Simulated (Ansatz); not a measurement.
# AlP: the cost of one run

Program: Ansatz 0.2.0. Level of theory: DFT LDA, frozen-core PAW, scalar-relativistic unless said. These are calculated values, not measurements.

The COD entry's cell or inner coordinates are ideal or old and differ from later refinements, so a difference from it is no clean test against experiment.

1 further run of the same task is left out (it didn't finish).

### 1 Starting point

It takes space group F-43m (No. 216, cubic). The conventional cell has a = 5.451 Å, b = 5.451 Å, c = 5.451 Å, α = 90.00°, β = 90.00°, γ = 90.00°. Around Al (site symmetry -43m) lie 4 P at 2.36 Å. P (site symmetry -43m) has 4 Al at 2.36 Å as nearest neighbours.

As a file:

```cif
data_structure
_symmetry_space_group_name_H-M 'F-43m'
_symmetry_Int_Tables_number 216
_cell_length_a 5.4510
_cell_length_b 5.4510
_cell_length_c 5.4510
_cell_angle_alpha 90.000
_cell_angle_beta 90.000
_cell_angle_gamma 90.000
_cell_volume 161.97
loop_
_atom_site_label
_atom_site_type_symbol
_atom_site_symmetry_multiplicity
_atom_site_Wyckoff_symbol
_atom_site_fract_x
_atom_site_fract_y
_atom_site_fract_z
_atom_site_occupancy
Al1 Al 4 a 0.00000 0.00000 0.00000 1
P1 P 4 c 0.25000 0.25000 0.25000 1
```

Cartesian axes are those of the input's lattice vectors. The structure goes back to a database entry.

### 2 Cell and atoms relaxed, PAW

Input file input.yaml:

```yaml
crystal:
  lattice:
    - [0.0, 2.7255, 2.7255]
    - [2.7255, 0.0, 2.7255]
    - [2.7255, 2.7255, 0.0]
  atoms:
    - { symbol: Al, position: [0.0, 0.0, 0.0] }
    - { symbol: P, position: [0.75, 0.75, 0.75] }
kpoints:
  mp_grid: { grid: [12, 12, 12] }
scf:
  occupations: { method: fermi_dirac, width: 0.1 }
hamiltonian:
  xc: lda
  pseudopotentials: { kind: paw }
relax:
  f_tol: 0.002
  max_steps: 80
  cell: {}
output:
  forces: true
  stress: true
```

Started as:

```bash
> ansatz run input.yaml --threads 1 --pin off --max-ram 3072MiB --backend cpu --events-out ev --progress --plain --runs-dir out
```

What time and memory should one allow on 1 thread of Arm Neoverse V2, shared host?

About 6.7 s, with a peak of 0.31 GiB.
